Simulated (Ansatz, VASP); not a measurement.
# One calculation of MgS, two programs

```
Mg S
1.0
     4.29554    0.00000    0.00000
    -2.14777    3.72005    0.00000
     0.00000    0.00000    5.28509
Mg S
2 2
Direct
  0.33333 0.66667 0.25000
  0.66667 0.33333 0.75000
  0.66667 0.33333 0.25000
  0.33333 0.66667 0.75000
```

Alike in both runs: task single point; functional PBE; k mesh 6 × 6 × 4; no spin polarisation.

|  | VASP | Ansatz |
| --- | --- | --- |
| version | VASP 6.6.1 | Ansatz 0.2.0 |
| potentials or method | VASP PAW PBE potentials, release 64 (Mg, S) | plane waves, PAW |
| plane-wave cutoff (eV) | 520 | 420 |
| occupations | gaussian, width 0.01 eV | fixed |
| valence electrons in the cell | 16 | 32 |

|  | VASP | Ansatz | Ansatz less VASP |
| --- | --- | --- | --- |
| gap on the k mesh at the Fermi level (eV) | 3.00 | 3.00 | +0.007 |

The two sets of potentials don't hold the same shells in valence.

A k mesh can miss the band edges. PBE gaps usually lie below the measured ones, often by a third to a half.
